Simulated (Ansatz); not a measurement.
# Te (Tellurium): the cost of one run

Program: Ansatz 0.2.0. Level of theory: DFT PBE+D3(BJ), scalar-relativistic, plane waves, PAW. These are calculated values, not measurements.

The COD entry's cell or inner coordinates are ideal or old and differ from later refinements, so a difference from it is no clean test against experiment.

2 further runs of the same task are left out: 2 set aside as unsound or not needed.

### Step 1. The system as given

Symmetry: P3_121, No. 152, trigonal system. The conventional cell has a = 4.317 Å, b = 4.317 Å, c = 5.969 Å, α = 90.00°, β = 90.00°, γ = 120.00°. Te (site symmetry 2) has 6 Te at 2.91 to 3.35 Å in its first shell of neighbours.

Coordinates:

```xyz
3
Lattice="4.3166 0.0000 0.0000 -2.1583 3.7383 0.0000 0.0000 0.0000 5.9691" Properties=species:S:1:pos:R:3 pbc="T T T"
Te    1.2292    0.0000    1.9897
Te   -0.6146    1.0645    3.9794
Te    1.5437    2.6738    0.0000
```

It is the result of an earlier relaxation at this level (volume 32.11 Å³/atom; gap on the mesh: none (metal)).

### Step 2. Volume × 0.97

File input.yaml:

```yaml
crystal:
  lattice:
    - [4.2729904341, 0.0, 0.0]
    - [-2.136495217, 3.7005182661, 0.0]
    - [0.0, 0.0, 5.9088319071]
  atoms:
    - { symbol: Te, position: [0.2847541133, 0.0, 0.3333333333] }
    - { symbol: Te, position: [0.0, 0.2847541133, 0.6666666667] }
    - { symbol: Te, position: [0.7152458867, 0.7152458867, 0.0] }
basis:
  ecutwfc: 420
kpoints:
  mp_grid: { grid: [12, 12, 8] }
hamiltonian:
  xc: pbe
  dispersion: d3bj
scf:
  occupations: { method: gaussian, width: 0.1 }
output:
  forces: true
  stress: true
  eigenvalues: true
relax:
  adjacent_minimum: "off"
  f_tol: 0.01
  max_steps: 30
  cell: { stress_tol: 0.1, fix: [volume] }
```

Run with:

```
> ansatz run input.yaml --threads 2 --pin off --max-ram 5120MiB --backend cpu --events-out ev --progress --plain --runs-dir out
```

What time and memory should one allow on 2 threads of Intel Xeon at 2.50GHz (Skylake/Cascade Lake), shared host?

About 91 s, with a peak of 0.57 GiB.
